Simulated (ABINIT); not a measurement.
Pb:

```
Pb
1.0
     0.00000    2.47502    2.47502
     2.47502    0.00000    2.47502
     2.47502    2.47502    0.00000
Pb
1
Direct
  0.00000 0.00000 0.00000
```

* Program: ABINIT 10.8.3 (patched build)
* Task: relaxation of cell and atoms
* Functional: LDA
* Potentials or basis: PseudoDojo NC SR LDA v0.4.1 standard
* Cutoff: 762 eV
* k mesh: 7 × 7 × 7
* Occupations: fermi-dirac, width 0.05 eV
* Spin: no spin polarisation

At the start: pressure -1.6 GPa; volume 30.32 Å³/atom.

Q: How do energy, volume and symmetry change on relaxing?

A: Over 4 steps the energy falls by 4.8 meV/atom and the volume is 29.37 Å³/atom (-3.2 %); space group Fm-3m (No. 225, to 0.05 Å).

The path:
| step | energy change (eV) | largest force (eV/Å) | pressure (GPa) | volume (Å³) |
| --- | --- | --- | --- | --- |
| 1 | 0.0000 | 0.0000 | -1.55 | 30.32 |
| 2 | -0.0013 | 0.0000 | -1.34 | 30.18 |
| 3 | -0.0048 | 0.0000 | 0.08 | 29.32 |
| 4 | -0.0048 | 0.0000 | 0.00 | 29.37 |

Final structure:
```cif
data_structure
_symmetry_space_group_name_H-M 'P 1'
_symmetry_Int_Tables_number 1
_cell_length_a 3.4630
_cell_length_b 3.4630
_cell_length_c 3.4630
_cell_angle_alpha 60.000
_cell_angle_beta 60.000
_cell_angle_gamma 60.000
_cell_volume 29.37
loop_
_atom_site_label
_atom_site_type_symbol
_atom_site_fract_x
_atom_site_fract_y
_atom_site_fract_z
_atom_site_occupancy
Pb1 Pb 0.00000 0.00000 0.00000 1
```

The cell as given is a measured one (30.32 Å³/atom); LDA puts the equilibrium volume -3.2 % from it, thermal expansion not counted.
